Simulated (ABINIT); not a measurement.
**Beyond one shot: LiF (Griceite)**

Aim: iterate the self-energy on LiF (Griceite) and follow the gap from cycle to cycle.

Calculated with ABINIT 10.8.3; LDA and many-body steps on it, plane waves.

## 1. The structure

It takes space group Fm-3m (No. 225, cubic). The conventional cell has a = 4.028 Å, b = 4.028 Å, c = 4.028 Å, α = 90.00°, β = 90.00°, γ = 90.00°. Nearest to Li lie 6 F at 2.01 Å. Nearest to F lie 6 Li at 2.01 Å. Farther neighbours and most contacts between anions are not listed.

The cell and positions come from the Crystallography Open Database and are kept as given unless a step says otherwise.

## 2. Empty states on the mesh, 6×6×6 mesh, 28 bands

This step: ABINIT 10.8.3; DFT, LDA, plane waves, norm-conserving pseudopotentials.

The sums over transitions need many empty states on a uniform mesh; this step solves for them.

run.abi

```
acell 3*1.0 Angstrom
rprim 
  0.000000000000 2.014000000000 2.014000000000
  2.014000000000 0.000000000000 2.014000000000
  2.014000000000 2.014000000000 -0.000000000000
ntypat 2
znucl 3 9
natom 2
typat 1 2
xred 
  0.000000000000 0.000000000000 0.000000000000
  0.500000000000 0.500000000000 0.500000000000
pp_dirpath "pseudos"
pseudos "Li.upf, F.upf"
ecut 36
ngkpt 6 6 6
nshiftk 1
shiftk 0 0 0
kptopt 1
chksymbreak 0
iscf -2
irdden 1
istwfk *1
nband 28
nbdbuf 4
tolwfr 1e-09
nstep 60
prtvol 0
indata_prefix "in"
outdata_prefix "out"
tmpdata_prefix "tmp"
```

Command:

```
$ OMP_NUM_THREADS=1 mpirun -n 4 abinit run.abi > log
```

Numbers of over 12 decimals in the logs are rounded to 6 here.

The program printed:

```text
.Version 10.8.3 of ABINIT. v10.8.2 released Aug 2026.

 Symmetries : space group Fm -3 m (#225); Bravais cF (face-center cubic)
[... echo of the input left out ...]
== DATASET  1 ==================================================================
-   mpi_nproc: 4, omp_nthreads: 1 (-1 if OMP is not activated)

--- !DatasetInfo
iteration_state: {dtset: 1, }
dimensions: {natom: 2, nkpt: 16, mband: 28, nsppol: 1, nspinor: 1, nspden: 1, mpw: 1158, }
cutoff_energies: {ecut:  36.0, pawecutdg:  -1.0, }
[...]
0.81338    0.83141    0.83141    0.83141    0.93882    1.09677    1.09677    1.58893
   1.58893    1.58893    1.73022    2.33150    2.33150    2.33150    2.43061    2.45802
   2.45802    2.48983    2.48983    2.48983
 prteigrs : prtvol=0 or 1, do not print more k-points.

== END DATASET(S) ==============================================================
================================================================================

 -outvars: echo values of variables after computation  --------
            nband          28
             nkpt          16
          spgroup         225
 [... the other variables as echoed above ...]

 Calculation completed.
```

Elapsed: 2.9 s, on 4 MPI ranks of Arm Neoverse V2, shared host; peak memory 0.07 GiB.

Numbers from this step:

```yaml
gap: 8.864 eV
k_of_the_valence_top: 0, 0, 0
k_of_the_conduction_bottom: 0, 0, 0
least_direct_gap: 8.864 eV
k_points_computed: 16
lowest_point_of_the_top_converged_band_above_the_valence_top: 57.3349 eV
```

On this mesh the gap is 8.864 eV.

The density comes from a self-consistent run that is not shown.

## 3. Screening, 6×6×6 mesh, 24 bands, screening to 130.6 eV

The RPA dielectric matrix is built and inverted for each q.

This step: RPA screening on LDA, plane waves, norm-conserving pseudopotentials.

Edit run.abi of step 2 so:

```diff
@@ -20,10 +20,11 @@
 chksymbreak 0
-iscf -2
-irdden 1
 istwfk *1
-nband 28
-nbdbuf 4
-tolwfr 1e-09
-nstep 60
-prtvol 0
+occopt 1
+irdwfk 1
+optdriver 3
+nband 24
+ecuteps 4.8
+inclvkb 2
+awtr 1
+symchi 1
 indata_prefix "in"
```

The program printed:

```text
.Version 10.8.3 of ABINIT. v10.8.2 released Aug 2026.

 Symmetries : space group Fm -3 m (#225); Bravais cF (face-center cubic)
[... echo of the input left out ...]
== DATASET  1 ==================================================================
-   mpi_nproc: 4, omp_nthreads: 1 (-1 if OMP is not activated)

--- !DatasetInfo
iteration_state: {dtset: 1, }
dimensions: {natom: 2, nkpt: 16, mband: 24, nsppol: 1, nspinor: 1, nspden: 1, mpw: 1158, }
cutoff_energies: {ecut:  36.0, pawecutdg:  -1.0, }
electrons: {nelect:   1.00000000E+01, charge:   0.00000000E+00, occopt:   1.00000000E+00, tsmear:   1.00000000E-02, }

 SCREENING: Calculation of the susceptibility and dielectric matrices

 Based on a program developped by R.W. Godby, V. Olevano, G. Onida, and L. Reining.
 Incorporated in ABINIT by V. Olevano, G.-M. Rignanese, and M. Torrent.
.Using double precision arithmetic ; gwpc =  8

[... cell and pseudopotentials left out ...]
--------------------------------------------------------------------------------

 ==== K-mesh for the wavefunctions ====
 Number of points in the irreducible wedge :    16
[... list of points left out ...]
 Together with 48 symmetry operations and time-reversal symmetry
 yields   216 points in the full Brillouin Zone.

 ==== Q-mesh for the screening function ====
 Number of points in the irreducible wedge :    16
[... list of points left out ...]
 Together with 48 symmetry operations and time-reversal symmetry
 yields   216 points in the full Brillouin Zone.

 setmesh: FFT mesh size selected  =    20x   20x   20
          total number of points  =         8000

 vcoul_init : cutoff-mode = AUXILIARY_FUNCTION
 q-points for optical limit:   1
     1)      0.000010    0.000020    0.000030

- screening: taking advantage of time-reversal symmetry
- Maximum band index for partially occupied states nbvw = 5
- Remaining bands to be divided among processors   nbcw = 19
- Number of bands treated by each node ~4

 Number of electrons calculated from density =   10.0000; Expected =   10.0000
 average of density, n =  0.090697
 r_s =    1.3807
 omega_plasma =   29.0505 [eV]

 calculating chi0 at frequencies [eV] :
  1    0.000000E+00    0.000000E+00
  2    0.000000E+00    2.905047E+01

--------------------------------------------------------------------------------
  q-point number  1        q = ( 0.000000, 0.000000, 0.000000) [r.l.u.]
--------------------------------------------------------------------------------
[... chi0 elements left out ...]
 For q-point:  0.000010 0.000020 0.000030
  dielectric constant =   2.0209
  dielectric constant without local fields =   2.1131

  Average fulfillment of the sum rule on Im[epsilon] for q-point    1 :     35.98  [%]
[... wings left out ...]
  q-point number  2        q = ( 0.166667, 0.000000, 0.000000) [r.l.u.]
--------------------------------------------------------------------------------
[... chi0 elements left out ...]
  Average fulfillment of the sum rule on Im[epsilon] for q-point    2 :     63.66  [%]

 [... 14 further q-points ...]
```

The job ended after 3.7 s (4 MPI ranks; peak memory 0.36 GiB).

Numbers from this step:

```yaml
eps_infinity_with_local_fields_on_this_mesh_along_the_program_s_q_direction: 2.021
the_same_without_local_fields: 2.113
plasma_frequency: 29.05 eV
plane_waves_in_the_screening_matrix: 59
```

Local fields lower ε∞ by 4 %.

## 4. G0W0

The self-energy is evaluated for the states that the input lists, and the levels follow from it, in one-shot runs by the linearised quasiparticle equation.

This step: G0W0 on LDA, plane waves, norm-conserving pseudopotentials.

Edit run.abi of step 3 so:

```diff
@@ -23,8 +23,15 @@
 irdwfk 1
-optdriver 3
+optdriver 4
 nband 24
+gwcalctyp 0
+ecutsigx 36
+symsigma 1
+nkptgw 1
+kptgw 
+  0.0000000000 0.0000000000 0.0000000000
+bdgw 
+  3 9
 ecuteps 4.8
-inclvkb 2
-awtr 1
-symchi 1
+irdscr 1
+ppmodel 1
 indata_prefix "in"
```

The program printed:

```text
.Version 10.8.3 of ABINIT. v10.8.2 released Aug 2026.

 Symmetries : space group Fm -3 m (#225); Bravais cF (face-center cubic)
[... echo of the input left out ...]
== DATASET  1 ==================================================================
-   mpi_nproc: 4, omp_nthreads: 1 (-1 if OMP is not activated)

--- !DatasetInfo
iteration_state: {dtset: 1, }
dimensions: {natom: 2, nkpt: 16, mband: 24, nsppol: 1, nspinor: 1, nspden: 1, mpw: 1158, }
cutoff_energies: {ecut:  36.0, pawecutdg:  -1.0, }
electrons: {nelect:   1.00000000E+01, charge:   0.00000000E+00, occopt:   1.00000000E+00, tsmear:   1.00000000E-02, }

 SIGMA: Calculation of the GW corrections

 Based on a program developped by R.W. Godby, V. Olevano, G. Onida, and L. Reining.
 Incorporated in ABINIT by V. Olevano, G.-M. Rignanese, and M. Torrent.
.Using double precision arithmetic ; gwpc =  8

[... cell and pseudopotentials left out ...]
--------------------------------------------------------------------------------

 ==== K-mesh for the wavefunctions ====
 Number of points in the irreducible wedge :    16
[... list of points left out ...]
 Together with 48 symmetry operations and time-reversal symmetry
 yields   216 points in the full Brillouin Zone.

 ==== Q-mesh for screening function ====
 Number of points in the irreducible wedge :    16
[... list of points left out ...]
 Together with 48 symmetry operations and time-reversal symmetry
 yields   216 points in the full Brillouin Zone.

 vcoul_init : cutoff-mode = AUXILIARY_FUNCTION
 q-points for optical limit:   1
     1)      0.000010    0.000020    0.000030
 setmesh: FFT mesh size selected  =    30x   30x   30
          total number of points  =        27000

 Number of electrons calculated from density =   10.0000; Expected =   10.0000
 average of density, n =  0.090697
 r_s =    1.3807
 omega_plasma =   29.0505 [eV]

 === KS Band Gaps ===
  >>>> For spin  1
   Minimum direct gap =   8.8641 [eV], located at k-point      :   0.0000  0.0000  0.0000
   Fundamental gap    =   8.8641 [eV], Top of valence bands at :   0.0000  0.0000  0.0000
                                       Bottom of conduction at :   0.0000  0.0000  0.0000
 SIGMA fundamental parameters:
 PLASMON POLE MODEL  1
 number of plane-waves for SigmaX                 1139
 number of plane-waves for SigmaC and W             59
 number of plane-waves for wavefunctions          1139
 number of bands                                    24
 number of independent spin polarizations            1
 number of spinorial components                      1
 number of k-points in IBZ                          16
 number of q-points in IBZ                          16
 number of symmetry operations                      48
 number of k-points in BZ                          216
 number of q-points in BZ                          216
 number of frequencies for dSigma/dE                 9
 frequency step for dSigma/dE [eV]                0.25
 number of omega for Sigma on real axis              0
 max omega for Sigma on real axis  [eV]           0.00
 zcut for avoiding poles [eV]                     0.10

 EPSILON^-1 parameters (SCR file):
 dimension of the eps^-1 matrix on file             59
 dimension of the eps^-1 matrix used                59
 number of plane-waves for wavefunctions          1139
 number of bands                                    24
 number of q-points in IBZ                          16
 number of frequencies                               2
 number of real frequencies                          1
 number of imag frequencies                          1

 matrix elements of self-energy operator (all in [eV])

 Perturbative Calculation

--- !SelfEnergy_ee
iteration_state: {dtset: 1, }
kpoint     : [   0.000,    0.000,    0.000, ]
spin       : 1
KS_gap     :    8.864
QP_gap     :   13.529
Delta_QP_KS:    4.665
data: !SigmaeeData |
     Band     E0 <VxcDFT>   SigX SigC(E0)      Z dSigC/dE  Sig(E)    E-E0       E
        3  -1.366 -22.703 -30.606   4.948   0.827  -0.209 -25.147  -2.444  -3.809
        4  -1.366 -22.703 -30.606   4.948   0.827  -0.209 -25.147  -2.444  -3.809
        5  -1.366 -22.703 -30.606   4.948   0.827  -0.209 -25.147  -2.444  -3.809
        6   7.499 -12.219  -6.791  -2.931   0.890  -0.124  -9.997   2.222   9.720
        7  22.133 -10.804  -3.125  -3.776   0.881  -0.135  -7.365   3.440  25.573
        8  22.133 -10.804  -3.125  -3.776   0.881  -0.135  -7.365   3.440  25.573
        9  22.133 -10.804  -3.125  -3.776   0.881  -0.135  -7.365   3.440  25.573

== END DATASET(S) ==============================================================
================================================================================

 -outvars: echo values of variables after computation  --------
           etotal      0.0000000000E+00
            nband          24
             nkpt          16
          spgroup         225
 [... the other variables as echoed above ...]

 Calculation completed.
```

Elapsed: 1.7 s, on 4 MPI ranks; peak memory 0.12 GiB; 6.6 s of CPU time.

Numbers from this step:

```yaml
g0w0_gap_on_the_points_computed: 13.53 eV
starting_gap_on_the_mesh: 8.864 eV
k_of_the_valence_top: 0, 0, 0
k_of_the_conduction_bottom: 0, 0, 0
z_at_the_valence_top: 0.827
z_at_the_conduction_bottom: 0.89
least_direct_g0w0_gap_on_the_computed_points: 13.53 eV
```

The gap on the mesh goes from 8.86 eV to 13.53 eV, a correction of +4.66 eV.

## 5. evGW0, cycle 1

This step: evGW0 on LDA, plane waves, norm-conserving pseudopotentials.

Edit run.abi of step 4 so:

```diff
@@ -25,10 +25,40 @@
 nband 24
-gwcalctyp 0
+gwcalctyp 10
 ecutsigx 36
 symsigma 1
-nkptgw 1
+nkptgw 16
 kptgw 
   0.0000000000 0.0000000000 0.0000000000
+  0.1666666667 0.0000000000 0.0000000000
+  0.3333333333 0.0000000000 0.0000000000
+  0.5000000000 0.0000000000 0.0000000000
+  0.1666666667 0.1666666667 0.0000000000
+  0.3333333333 0.1666666667 0.0000000000
+  0.5000000000 0.1666666667 0.0000000000
+  -0.3333333333 0.1666666667 0.0000000000
+  -0.1666666667 0.1666666667 0.0000000000
+  0.3333333333 0.3333333333 0.0000000000
+  0.5000000000 0.3333333333 0.0000000000
+  -0.3333333333 0.3333333333 0.0000000000
+  0.5000000000 0.5000000000 0.0000000000
+  0.5000000000 0.3333333333 0.1666666667
+  -0.3333333333 0.3333333333 0.1666666667
+  -0.3333333333 0.5000000000 0.1666666667
 bdgw 
-  3 9
+  1 12
+  1 12
+  1 12
+  1 12
+  1 12
+  1 12
+  1 12
+  1 12
+  1 12
+  1 12
+  1 12
+  1 12
+  1 12
+  1 12
+  1 12
+  1 12
 ecuteps 4.8
```

The program printed:

```text
.Version 10.8.3 of ABINIT. v10.8.2 released Aug 2026.

 Symmetries : space group Fm -3 m (#225); Bravais cF (face-center cubic)
[... echo of the input left out ...]
== DATASET  1 ==================================================================
-   mpi_nproc: 4, omp_nthreads: 1 (-1 if OMP is not activated)

--- !DatasetInfo
iteration_state: {dtset: 1, }
dimensions: {natom: 2, nkpt: 16, mband: 24, nsppol: 1, nspinor: 1, nspden: 1, mpw: 1158, }
cutoff_energies: {ecut:  36.0, pawecutdg:  -1.0, }
electrons: {nelect:   1.00000000E+01, charge:   0.00000000E+00, occopt:   1.00000000E+00, tsmear:   1.00000000E-02, }

 SIGMA: Calculation of the GW corrections

 Based on a program developped by R.W. Godby, V. Olevano, G. Onida, and L. Reining.
 Incorporated in ABINIT by V. Olevano, G.-M. Rignanese, and M. Torrent.
.Using double precision arithmetic ; gwpc =  8

[... cell and pseudopotentials left out ...]
--------------------------------------------------------------------------------

 ==== K-mesh for the wavefunctions ====
 Number of points in the irreducible wedge :    16
[... list of points left out ...]
 Together with 48 symmetry operations and time-reversal symmetry
 yields   216 points in the full Brillouin Zone.

 ==== Q-mesh for screening function ====
 Number of points in the irreducible wedge :    16
[... list of points left out ...]
 Together with 48 symmetry operations and time-reversal symmetry
 yields   216 points in the full Brillouin Zone.

 vcoul_init : cutoff-mode = AUXILIARY_FUNCTION
 q-points for optical limit:   1
     1)      0.000010    0.000020    0.000030
 setmesh: FFT mesh size selected  =    30x   30x   30
          total number of points  =        27000

 Number of electrons calculated from density =   10.0000; Expected =   10.0000
[...]
QP_gap     :   19.160
Delta_QP_KS:    5.339
data: !SigmaeeData |
     Band     E_DFT   <VxcDFT>   E(N-1)  <Hhartree>   SigX  SigC[E(N-1)]    Z     dSigC/dE  Sig[E(N)]  DeltaE  E(N)_pert E(N)_diago
[...]
--- !SelfEnergy_ee
iteration_state: {dtset: 1, }
kpoint     : [  -0.333,    0.500,    0.167, ]
spin       : 1
KS_gap     :   15.360
QP_gap     :   21.070
Delta_QP_KS:    5.710
data: !SigmaeeData |
     Band     E_DFT   <VxcDFT>   E(N-1)  <Hhartree>   SigX  SigC[E(N-1)]    Z     dSigC/dE  Sig[E(N)]  DeltaE  E(N)_pert E(N)_diago
[...]
11    29.881    -9.584    29.881    39.465    -2.322    -3.918     0.860    -0.163    -6.708     2.876    32.757    33.226
       12    32.335   -12.307    32.335    44.642    -4.300    -4.420     0.790    -0.266    -9.474     2.833    35.168    35.922

 New Fermi energy :        1.042662E-01 Ha ,    2.837227E+00 eV
 New Exchange energy :    -6.037245E+00 Ha ,   -1.642818E+02 eV

 === QP Band Gaps ===
  >>>> For spin  1
   Minimum direct gap =  14.3154 [eV], located at k-point      :   0.0000  0.0000  0.0000
   Fundamental gap    =  14.3154 [eV], Top of valence bands at :   0.0000  0.0000  0.0000
                                       Bottom of conduction at :   0.0000  0.0000  0.0000

 writing QP data on file : out_QPS

 Convergence of QP corrections
 >>>>> For spin  1 <<<<<
.  kptgw no:  1; Maximum DeltaE = (  -9.066   0.011) for band index:  1
.  kptgw no:  2; Maximum DeltaE = (  -9.091   0.020) for band index:  1
.  kptgw no:  3; Maximum DeltaE = (  -9.186   0.001) for band index:  1
[...]
.  kptgw no: 15; Maximum DeltaE = (  -8.984   0.007) for band index:  1
.  kptgw no: 16; Maximum DeltaE = (  -8.974   0.022) for band index:  1

== END DATASET(S) ==============================================================
================================================================================

 -outvars: echo values of variables after computation  --------
           etotal      0.0000000000E+00
            nband          24
             nkpt          16
          spgroup         225
 [... the other variables as echoed above ...]

 Calculation completed.
```

The job ended after 23 s (4 MPI ranks; peak memory 0.73 GiB).

Numbers from this step:

- quasiparticle gap on the mesh: 14.31 eV
- gap of the density functional on the mesh: 8.864 eV
- k of the valence top: 0, 0, 0
- k of the conduction bottom: 0, 0, 0
- Z at the valence top: 0.827
- Z at the conduction bottom: 0.89
- least direct quasiparticle gap on the computed points: 14.31 eV

Against G0W0 in ABINIT (6×6×6 mesh, 24 bands, screening to 130.6 eV, Godby-Needs plasmon pole), the gap moves by +0.786 eV. This first cycle still uses the starting levels; it takes the full correction, at all points of the mesh, and its linearised value is 13.529 eV.

## 6. evGW0, cycle 2

The corrected levels of the last cycle go back in.

Edit run.abi of step 5 so:

```diff
@@ -66,2 +66,3 @@
 ppmodel 1
+irdqps 1
 indata_prefix "in"
```

The program printed:

```text
.Version 10.8.3 of ABINIT. v10.8.2 released Aug 2026.

 Symmetries : space group Fm -3 m (#225); Bravais cF (face-center cubic)
[... echo of the input left out ...]
== DATASET  1 ==================================================================
-   mpi_nproc: 4, omp_nthreads: 1 (-1 if OMP is not activated)

--- !DatasetInfo
iteration_state: {dtset: 1, }
dimensions: {natom: 2, nkpt: 16, mband: 24, nsppol: 1, nspinor: 1, nspden: 1, mpw: 1158, }
cutoff_energies: {ecut:  36.0, pawecutdg:  -1.0, }
[...]
.  kptgw no:  3; Maximum DeltaE = (   0.487  -0.044) for band index:  2
[...]
.  kptgw no: 15; Maximum DeltaE = (   0.472  -0.042) for band index:  2
.  kptgw no: 16; Maximum DeltaE = (   0.463  -0.066) for band index:  2

== END DATASET(S) ==============================================================
================================================================================

 -outvars: echo values of variables after computation  --------
           etotal      0.0000000000E+00
            nband          24
             nkpt          16
          spgroup         225
 [... the other variables as echoed above ...]

 Calculation completed.
```

Wall time 23 s (4 MPI ranks); peak memory 0.73 GiB.

This step gave:

- quasiparticle gap on the mesh: 14.22 eV
- gap of the density functional on the mesh: 8.864 eV
- k of the valence top: 0, 0, 0
- k of the conduction bottom: 0, 0, 0
- least direct quasiparticle gap on the computed points: 14.22 eV

Against the cycle before, the gap moves by −0.095 eV.

## 7. evGW0, cycle 3

run.abi is that of step 6.

The program printed:

```text
.Version 10.8.3 of ABINIT. v10.8.2 released Aug 2026.

 Symmetries : space group Fm -3 m (#225); Bravais cF (face-center cubic)
[... echo of the input left out ...]
== DATASET  1 ==================================================================
-   mpi_nproc: 4, omp_nthreads: 1 (-1 if OMP is not activated)

--- !DatasetInfo
iteration_state: {dtset: 1, }
dimensions: {natom: 2, nkpt: 16, mband: 24, nsppol: 1, nspinor: 1, nspden: 1, mpw: 1158, }
cutoff_energies: {ecut:  36.0, pawecutdg:  -1.0, }
[...]
.  kptgw no:  3; Maximum DeltaE = (  -0.087  -0.071) for band index:  2
[...]
.  kptgw no: 15; Maximum DeltaE = (  -0.130  -0.051) for band index:  2
.  kptgw no: 16; Maximum DeltaE = (  -0.070  -0.032) for band index:  2

== END DATASET(S) ==============================================================
================================================================================

 -outvars: echo values of variables after computation  --------
           etotal      0.0000000000E+00
            nband          24
             nkpt          16
          spgroup         225
 [... the other variables as echoed above ...]

 Calculation completed.
```

It took 23 s on 4 MPI ranks; peak memory 0.73 GiB.

This step gave:

| Quantity | Value |
| --- | --- |
| quasiparticle gap on the mesh | 14.21 eV |
| gap of the density functional on the mesh | 8.864 eV |
| k of the valence top | 0, 0, 0 |
| k of the conduction bottom | 0, 0, 0 |
| least direct quasiparticle gap on the computed points | 14.21 eV |

Against the cycle before, the gap moves by −0.005 eV.

(Part 1 of 3 ends here.)

[Paths, hosts, dates, memory and timing lines, banners, echoed tables and standing remarks are left out of the program output.]

[Logs are printed without paths, hosts, clocks, repeated set-up lines and the standing remarks that a program may print on its own settings, such as how far it seeks lower states.]

[Runs of the session that timed out or met a known fault of the program may be left out.]

[Hosts, paths, dates, database ids (printed as entryN), source tags and the programs' standing remarks are cut or masked in the printed files.]

[G0W0 gaps are taken among the corrected bands and points alone; a level outside them can change the order at an edge.]

[Where Ansatz stands beside ABINIT at settings called matched, ABINIT's density can come from a denser mesh and the files from another edition; pairs whose starting gaps differed by over 0.03 eV were left out, so agreement reads better than it is.]
